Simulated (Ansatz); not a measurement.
Isolated molecules relaxed with PBE0-D4/def2-TZVP in Ansatz; ΔE leaves out vibrations. CBS: MP2 limit from def2 TZ/QZ plus the TZ coupled-cluster correction, frozen cores. This one scheme is used for every species. Functionals use def2-TZVPP. No spin–orbit coupling; open shells (•) take unrestricted orbitals. def2 core potentials past Kr. For Sn outer-core shells are correlated without core-valence functions, which leaves a few kJ/mol of doubt a bond. Each species was taken in one conformer, which may not be the lowest.

Reaction (hydrogen abstraction from the Sn–H bond): `[NH2][SnH2][Cl]` + `F[C](F)F`• → `[NH2][SnH][Cl]`• + trifluoromethane

Problem. Is it downhill or uphill in electronic energy at CCSD(T)/CBS, and by how much? (Estimate.)

Solution. Ansatz gave: Downhill: ΔE = -149.7 kJ/mol.

Problem. What do these levels give: PBE-D4, PBE0-D4, PBE, r2SCAN, HF/def2-TZVPP, CCSD(T)/def2-TZVPP? (An estimate is asked.)

Solution. The calculation gave: PBE-D4 -157.8, PBE0-D4 -149.8, PBE -157.9, r2SCAN -149.2, HF/def2-TZVPP -121.0, CCSD(T)/def2-TZVPP -147.5 kJ/mol.

Largest T1 diagnostic among the species: 0.017.

In def2-TZVPP, CCSD(T) changes the Hartree–Fock value by −26.5 kJ/mol (the triples alone add −2.0 kJ/mol) and MP2 by −29.5 kJ/mol. From PBE to PBE0 (25 % exact exchange), in def2-TZVPP and without D4, ΔE moves by +8.0 kJ/mol.
